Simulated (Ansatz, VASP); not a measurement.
## MgI2: VASP beside Ansatz

INCAR

```
SYSTEM = MgI2
  PREC = Accurate
  ENCUT = 520
  EDIFF = 1E-6
  ISMEAR = 0
  SIGMA = 0.05
  LREAL = .False.
  LASPH = .True.
  NELM = 80
  ALGO = Normal
  ISIF = 2
  LWAVE = .False.
  LCHARG = .False.
  GGA = PE
  NBANDS = 15
```

File KPOINTS:

```
Automatic mesh
0
Gamma
  6 6 4
  0 0 0
```

POSCAR

```
MgI2
1.0
    4.2295124603      0.0000000000      0.0000000000
   -2.1147562301      3.6628652362      0.0000000000
    0.0000000000      0.0000000000      7.8531465561
Mg I
1 2
Direct
    0.0000000000      0.0000000000      0.0000000000
    0.3333333333      0.6666666667      0.7781860196
    0.6666666667      0.3333333333      0.2218139804
```

Input for Ansatz:

```yaml
crystal:
  lattice:
    - [4.2295124603, 0.0, 0.0]
    - [-2.1147562301, 3.6628652362, 0.0]
    - [0.0, 0.0, 7.8531465561]
  atoms:
    - { symbol: Mg, position: [0.0, 0.0, 0.0] }
    - { symbol: I, position: [0.3333333333, 0.6666666667, 0.7781860196] }
    - { symbol: I, position: [0.6666666667, 0.3333333333, 0.2218139804] }
basis:
  ecutwfc: 520.0
kpoints:
  mp_grid: { grid: [6, 6, 4] }
hamiltonian:
  xc: pbe
scf:
  occupations: { method: gaussian, width: 0.05 }
output:
  forces: true
  stress: true
  eigenvalues: true
```

Alike in both runs: task single point; functional PBE; k mesh 6 × 6 × 4; occupations gaussian, width 0.05 eV; no spin polarisation.

|  | VASP | Ansatz |
| --- | --- | --- |
| version | VASP 6.6.1 | Ansatz 0.2.0 |
| potentials or method | VASP PAW PBE potentials, release 64 (Mg, I) | scalar-relativistic, plane waves, PAW |
| plane-wave cutoff (eV) | 520 | 520 |
| valence electrons in the cell | 16 | 44 |

```tsv
	VASP	Ansatz	Ansatz less VASP
gap on the k mesh at the Fermi level (eV)	3.45	3.47	+0.017
least direct gap on the mesh (eV)	3.48	3.50	+0.015
pressure (GPa)	-1.1	-1.1	+0.05
largest component of the traceless stress (GPa)	0.45	0.46	+0.005
rms of the force components (eV/Å)	0.164	0.160	-0.0047
```

Atom by atom the forces differ by 0.005 eV/Å (rms over components). The two sets of potentials don't hold the same shells in valence.

Caveats: spin-orbit coupling is left out, which moves the levels of the heavy elements; this functional lacks dispersion, which binds the layers, so the pressure and a relaxed spacing across them are unreliable. A k mesh can miss the band edges.
